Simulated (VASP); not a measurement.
# LuH2 (Fm-3m) in VASP: phonons with PBEsol

Aim: the phonons of LuH2 with PBEsol.

All numbers are computed with VASP 6.6.1; they aren't measurements. Logs are shortened: lines on timing, memory, paths and dates and some standing lists are left out, and cuts for length are marked.

### 1 Starting point

It takes space group Fm-3m (No. 225, cubic). Conventional cell: a = 4.965 Å, b = 4.965 Å, c = 4.965 Å, α = 90.00°, β = 90.00°, γ = 90.00°. Lu (site symmetry m-3m) is surrounded by 8 H at 2.15 Å. H (site symmetry -43m) is surrounded by 4 Lu at 2.15 Å.

### 2 Phonons, PBEsol

File POSCAR:

```
LuH2
1.0
    0.0000000000      2.4825683824      2.4825683824
    2.4825683824      0.0000000000      2.4825683824
    2.4825683824      2.4825683824      0.0000000000
  Lu              H
     1     2
Direct
     0.0000000000000000    0.0000000000000000    0.0000000000000000
     0.2500000000000000    0.2500000000000000    0.2500000000000000
     0.7500000000000000    0.7500000000000000    0.7500000000000000
```

File INCAR.step1:

```
SYSTEM = LuH2
PREC     = Accurate       ! precision mode
ENCUT    = 600            ! plane-wave cutoff, eV
EDIFF    = 1E-8           ! SCF threshold, eV
ISMEAR   = 1              ! smearing method
SIGMA    = 0.2            ! smearing width, eV
LREAL    = .FALSE.        ! projectors in reciprocal space
LASPH    = .TRUE.         ! aspherical terms in the spheres
NELM     = 80             ! most SCF steps
ALGO     = Normal         ! electronic algorithm
ISIF     = 3              ! what is computed and relaxed
LWAVE    = .FALSE.        ! write WAVECAR
LCHARG   = .FALSE.        ! write CHGCAR
GGA      = PS             ! functional
KPAR     = 2            
IBRION   = 2              ! ionic algorithm
NSW      = 40             ! ionic steps
EDIFFG   = -0.002         ! ionic threshold
```

File INCAR.step2:

```
SYSTEM = LuH2
PREC     = Accurate       ! precision mode
ENCUT    = 600            ! plane-wave cutoff, eV
EDIFF    = 1E-8           ! SCF threshold, eV
ISMEAR   = 1              ! smearing method
SIGMA    = 0.2            ! smearing width, eV
LREAL    = .FALSE.        ! projectors in reciprocal space
LASPH    = .TRUE.         ! aspherical terms in the spheres
NELM     = 80             ! most SCF steps
ALGO     = Normal         ! electronic algorithm
ISIF     = 2              ! what is computed and relaxed
LWAVE    = .FALSE.        ! write WAVECAR
LCHARG   = .FALSE.        ! write CHGCAR
GGA      = PS             ! functional
KPAR     = 2            
IBRION   = 6              ! ionic algorithm
NFREE    = 2            
POTIM    = 0.015          ! step
NSW      = 1              ! ionic steps
```

File KPOINTS:

```
Automatic mesh
0
G
  20 20 20
  0 0 0
```

Potentials or basis: VASP PAW PBE potentials, release 64 (Lu, H).

Launch:

```sh
$ cat potpaw_PBE.64/Lu/POTCAR potpaw_PBE.64/H/POTCAR > POTCAR
$ cp INCAR.step1 INCAR
$ mpirun -np 2 vasp_std > vasp.out
$ cp CONTCAR POSCAR
$ cp INCAR.step2 INCAR
$ mpirun -np 2 vasp_std > vasp.out
```

OUTCAR:

```text
SYSTEM = LuH2
   PREC = Accurate
   ENCUT = 600
   EDIFF = 1E-8
   ISMEAR = 1
   LREAL = .FALSE.
   LASPH = .TRUE.
   NELM = 80
   ISIF = 2
   GGA = PS
   IBRION = 6
   NFREE = 2
   POTIM = 0.015
   NSW = 1

 ion  position               nearest neighbor table
   1  0.000  0.000  0.000-   3 2.15   3 2.15   3 2.15   2 2.15   3 2.15   2 2.15   2 2.15   2 2.15

   2  0.250  0.250  0.250-   1 2.15   1 2.15   1 2.15   1 2.15
   3  0.750  0.750  0.750-   1 2.15   1 2.15   1 2.15   1 2.15

  LATTYP: Found a face centered cubic cell.
 ALAT       =     4.9651367648

  Lattice vectors:

 A1 = (   0.0000000000,   2.4825683824,   2.4825683824)
 A2 = (   2.4825683824,   0.0000000000,   2.4825683824)
 A3 = (   2.4825683824,   2.4825683824,   0.0000000000)

Analysis of symmetry for initial positions (statically):
=====================================================================
 Subroutine PRICEL returns:
 Original cell was already a primitive cell.

 Routine SETGRP: Setting up the symmetry group for a
 face centered cubic supercell.

 Subroutine GETGRP returns: Found 48 space group operations
 (whereof 48 operations were pure point group operations)
 out of a pool of 48 trial point group operations.

The static configuration has the point symmetry O_h .

Analysis of symmetry for dynamics (positions and initial velocities):
=====================================================================
 Subroutine PRICEL returns:
 Original cell was already a primitive cell.

 Routine SETGRP: Setting up the symmetry group for a
 face centered cubic supercell.

 Subroutine GETGRP returns: Found 48 space group operations
 (whereof 48 operations were pure point group operations)
 out of a pool of 48 trial point group operations.

The dynamic configuration has the point symmetry O_h .

 Subroutine INISYM returns: Found 48 space group operations
 (whereof 48 operations are pure point group operations),
 and found     1 'primitive' translations

----------------------------------------------------------------------------------------

                                     Primitive cell

  volume of cell :      30.6009

  direct lattice vectors                    reciprocal lattice vectors
     0.000000000  2.482568382  2.482568382    -0.201404321  0.201404321  0.201404321
     2.482568382  0.000000000  2.482568382     0.201404321 -0.201404321  0.201404321
     2.482568382  2.482568382  0.000000000     0.201404321  0.201404321 -0.201404321

  length of vectors
     3.510881876  3.510881876  3.510881876     0.348842517  0.348842517  0.348842517

  position of ions in fractional coordinates (direct lattice)
     0.000000000  0.000000000  0.000000000
     0.250000000  0.250000000  0.250000000
     0.750000000  0.750000000  0.750000000

  ion indices of the primitive-cell ions
   primitive index   ion index
                 1           1
                 2           2
                 3           3

----------------------------------------------------------------------------------------

 KPOINTS: Automatic mesh

Automatic generation of k-mesh.
 Grid dimensions read from file:
 generate k-points for:   20   20   20

 Generating k-lattice:

  Cartesian coordinates                     Fractional coordinates (reciprocal lattice)
    -0.010070216  0.010070216  0.010070216     0.050000000  0.000000000  0.000000000
     0.010070216 -0.010070216  0.010070216     0.000000000  0.050000000  0.000000000
     0.010070216  0.010070216 -0.010070216     0.000000000  0.000000000  0.050000000

  Length of vectors
     0.017442126  0.017442126  0.017442126

  Shift w.r.t. Gamma in fractional coordinates (k-lattice)
     0.000000000  0.000000000  0.000000000

 Subroutine IBZKPT returns following result:
 ===========================================

 Found    256 irreducible k-points:

 Following reciprocal coordinates:
            Coordinates               Weight
  0.000000  0.000000  0.000000      1.000000
  0.050000  0.000000  0.000000      8.000000
  0.100000  0.000000  0.000000      8.000000
  0.150000  0.000000  0.000000      8.000000
  0.200000  0.000000  0.000000      8.000000
  0.250000  0.000000  0.000000      8.000000
[... 16 lines left out ...]
 -0.400000  0.050000  0.000000     24.000000
 -0.350000  0.050000  0.000000     24.000000
 [... further k-points ...]
   k-points           NKPTS =    256   k-points in BZ     NKDIM =    256   number of bands    NBANDS=     17
   number of dos      NEDOS =    301   number of ions     NIONS =      3
   total plane-waves  NPLWV =  21952
   dimension x,y,z NGX =    28 NGY =   28 NGZ =   28
   dimension x,y,z NGXF=    56 NGYF=   56 NGZF=   56
   ions per type =               1   2
   NGX,Y,Z   is equivalent  to a cutoff of  13.26, 13.26, 13.26 a.u.
   NGXF,Y,Z  is equivalent  to a cutoff of  26.52, 26.52, 26.52 a.u.
 SYSTEM =  LuH2
   PREC   = accura    normal or accurate (medium, high low for compatibility)
   ISTART =      0    job   : 0-new  1-cont  2-samecut
   ICHARG =      2    charge: 1-file 2-atom 10-const
   ISPIN  =      1    spin polarized calculation?
   LNONCOLLINEAR =      F non collinear calculations
   LSORBIT =      F    spin-orbit coupling
   LASPH  =      T    aspherical Exc in radial PAW
   ENCUT  =  600.0 eV  44.10 Ry    6.64 a.u.   7.01  7.01  7.01*2*pi/ulx,y,z
   NELM   =     80;   NELMIN=  2; NELMDL=  0     # of ELM steps
   EDIFF  = 0.1E-07   stopping-criterion for ELM
   LREAL  =      F    real-space projection
   EDIFFG = 0.1E-06   stopping-criterion for IOM
   NSW    =     73    number of steps for IOM
   IBRION =      6    ionic relax: 0-MD 1-quasi-New 2-CG
   NFREE  =      2    steps in history (QN), initial steepest desc. (CG)
   ISIF   =      2    stress and relaxation
   ISYM   =      2    0-nonsym 1-usesym 2-fastsym
   POTIM  = 0.0150    time-step for ionic-motion
   TEBEG  =    0.0;   TEEND  =   0.0 temperature during run
   PSTRESS=    0.0 pullay stress
   NELECT =      27.0000    total number of electrons
   NUPDOWN=      -1.0000    fix difference up-down
   EMIN   =  10.00;   EMAX   =-10.00  energy-range for DOS
   EFERMI =   0.00;   METHOD = LEGACY
   ISMEAR =     1;   SIGMA  =   0.20  broadening in eV -4-tet -1-fermi 0-gaus
   EFERMI_NEDOS =   21; number of points for ismear=-14 and -15
   IALGO  =     38    algorithm
   IMIX   =      4    mixing-type and parameters
     AMIX     =   0.40;   BMIX     =  1.00
     AMIX_MAG =   1.60;   BMIX_MAG =  1.00
  volume/ion in A,a.u.               =      10.20        68.83
  Fermi-wavevector in a.u.,A,eV,Ry     =   1.570188  2.967224 33.545014  2.465489
  Thomas-Fermi vector in A             =   2.671958
   LORBIT       =      0    0 simple, 1 ext, 2 COOP (PROOUT), +10 PAW based schemes
   GGA     = PS    functional components
   LHFCALC =     F    Hartree Fock is set to
   AEXX    =    0.0000 exact exchange contribution
   IVDW    =     0    specifies the selected vdW correction
   LEPSILON=     F    determine dielectric tensor
   LRPA    =     F    only Hartree local field effects (RPA)
 finite differences with symmetry
 non-spin polarized calculation
 Methfessel and Paxton  Order N= 1 SIGMA  =   0.20
  energy-cutoff  :      600.00
  volume of cell :       30.60
 maximum number of plane-waves:      1036
   NGX = 13   NGY = 13   NGZ = 13

--------------------------------------- Ionic step        1  -------------------------------------------

 number of electron      26.9999997 magnetization

 Free energy of the ion-electron system (eV)
  ---------------------------------------------------
  ext. energy  EPLUGINS =         0.00000000
  ---------------------------------------------------
  free energy    TOTEN  =       -13.70173062 eV

  energy without entropy =      -13.70257195  energy(sigma->0) =      -13.70201106

------------------------ aborting loop because EDIFF is reached ----------------------------------------

  FORCE on cell =-STRESS in cart. coord.  units (eV):
  Direction    XX          YY          ZZ          XY          YZ          ZX
  --------------------------------------------------------------------------------------
  -------------------------------------------------------------------------------------
  Total        0.0020522      0.0020522      0.0020522      0.0000000      0.0000000     -0.0000000
  in kB        0.1074467      0.1074467      0.1074467      0.0000000      0.0000000     -0.0000000
  external PRESSURE =       0.1074467 kB  Pullay stress =       0.0000000 kB
[... 135 lines left out ...]
--------------------------------------- Ionic step        5  -------------------------------------------

 number of electron      26.9999997 magnetization

 Free energy of the ion-electron system (eV)
  ---------------------------------------------------
  ext. energy  EPLUGINS =         0.00000000
  ---------------------------------------------------
  free energy    TOTEN  =       -13.70122287 eV

  energy without entropy =      -13.70206043  energy(sigma->0) =      -13.70150206

 E-fermi :   2.6585     XC(G=0): -11.3916

 val. band max:        2.6474623114   @ k =   0.5000   0.2500   0.1000
 cond. band min:       2.7069492732   @ k =   0.2000   0.0000   0.4500
 fundamental gap:      0.0594869618
 Fermi energy:         2.6584508738

 k-point     1 :       0.0000    0.0000    0.0000
  band No.  band energies     occupation
      1     -53.3412      2.00000
      2     -23.8407      2.00000
      3     -23.8402      2.00000
      4     -23.8398      2.00000
      5      -6.7666      2.00000
      6      -2.4673      2.00000
[... 457 lines left out ...]
      4     -23.8915      2.00000
      5      -4.4177      2.00000
      6      -2.4771      2.00000
[... 9 lines left out ...]
     16       7.4449      0.00000
     17       7.9990      0.00000

 [... further k-points ...]
[... 5 lines left out ...]
  --------------------------------------------------------------------------------------
  -------------------------------------------------------------------------------------
  Total        0.0020700      0.0029837      0.0029837     -0.0000000      0.0576515      0.0000000
  in kB        0.1083820      0.1562200      0.1562200     -0.0000000      3.0184760      0.0000000
  external PRESSURE =       0.1402740 kB  Pullay stress =       0.0000000 kB
[... 18 lines left out ...]
  FREE ENERGIE OF THE ION-ELECTRON SYSTEM (eV)
  ---------------------------------------------------
  free  energy   TOTEN  =       -13.7012228741 eV

  energy  without entropy=      -13.7020604319  energy(sigma->0) =      -13.70150206

 INTERNAL STRAIN TENSORS FROM DISPLACED ATOMS
 ============================================

 INTERNAL STRAIN TENSOR FOR ION    1 for displacements in x,y,z  (eV/Angst):
          X           Y           Z          XY          YZ          ZX
  --------------------------------------------------------------------------------
  x     0.00000     0.00000     0.00000     0.00000     0.00000     0.00000
  y     0.00000     0.00000     0.00000     0.00000     0.00000     0.00000
  z     0.00000     0.00000     0.00000     0.00000     0.00000     0.00000

 INTERNAL STRAIN TENSOR FOR ION    3 for displacements in x,y,z  (eV/Angst):
          X           Y           Z          XY          YZ          ZX
  --------------------------------------------------------------------------------
  x     0.00000     0.00000     0.00000    -0.00000     3.83561    -0.00000
  y     0.00000    -0.00000     0.00000     0.00000    -0.00000     3.83561
  z     0.00000     0.00000     0.00000     3.83561     0.00000    -0.00000

 Eigenvectors and eigenvalues of the dynamical matrix
 ----------------------------------------------------

   1 f  =   36.309348 THz   228.138360 2PiTHz 1211.149472 cm-1   150.163329 meV
             X         Y         Z           dx          dy          dz
      0.000000  0.000000  0.000000    -0.000000   -0.000000    0.000000
      1.241284  1.241284  1.241284     0.006976   -0.689570   -0.156348
      3.723853  3.723853  3.723853    -0.006976    0.689570    0.156348
[... 43 lines left out ...]
   9 f/i=    0.001840 THz     0.011561 2PiTHz    0.061374 cm-1     0.007609 meV
             X         Y         Z           dx          dy          dz
      0.000000  0.000000  0.000000    -0.839451    0.532947   -0.001134
      1.241284  1.241284  1.241284    -0.063426    0.040267   -0.000086
      3.723853  3.723853  3.723853    -0.063426    0.040267   -0.000086

 ELASTIC MODULI CONTR FROM IONIC RELAXATION (kBar)
 Direction    XX          YY          ZZ          XY          YZ          ZX
 --------------------------------------------------------------------------------
 XX          -0.0000      0.0000     -0.0000     -0.0000     -0.0000     -0.0000
 YY           0.0000     -0.0000      0.0000     -0.0000     -0.0000      0.0000
 ZZ          -0.0000      0.0000     -0.0000     -0.0000     -0.0000     -0.0000
 XY          -0.0000     -0.0000     -0.0000   -285.5880      0.0000      0.0000
 YZ          -0.0000     -0.0000     -0.0000      0.0000   -285.5880      0.0000
 ZX          -0.0000      0.0000     -0.0000      0.0000      0.0000   -285.5880
 --------------------------------------------------------------------------------
```

It took 6.6 min on 2 MPI ranks of AMD EPYC 9R45 (Zen 5), shared host; peak memory 1.2 GiB.

What came out:

```
Highest phonon frequency at Γ, LO-TO splitting left out : 1211 cm⁻¹
```

Phonon frequencies in cm⁻¹ (negative: imaginary):
```
              q point                       frequencies
(0.000, 0.000, 0.000)  0 0 0 998 998 998 1211 1211 1211
```

Caveat: the PAW data sets were made with another functional, which shifts forces and pressure a little. The run has no spin-orbit coupling, so splittings on Lu are missing.
